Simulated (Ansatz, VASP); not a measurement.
**Sn: VASP beside Ansatz**

```xyz
1
Lattice="3.2971 0.0157 -0.0331 -0.1735 3.2925 0.0331 -1.5373 -1.6773 2.3865" Properties=species:S:1:pos:R:3 pbc="T T T"
Sn    0.0000    0.0000    0.0000
```

Alike in both runs: functional LDA; k mesh 11 × 11 × 11; no spin polarisation.

Ansatz relaxed the structure, and its values are those at the end. VASP's run is a single point on that final structure, the one shown.

|  | VASP | Ansatz |
| --- | --- | --- |
| version | VASP 6.6.1 | Ansatz 0.2.0 |
| potentials or method | VASP PAW LDA potentials, release 64 (Sn_d) | plane waves, PAW |
| plane-wave cutoff (eV) | 520 | 490 |
| occupations | methfessel-paxton of order 1, width 0.1 eV | cold, width 0.1 eV |
| valence electrons in the cell | 14 | 14 |

```tsv
	VASP	Ansatz	Ansatz less VASP
pressure (GPa)	0.0	0.0	-0.02
```
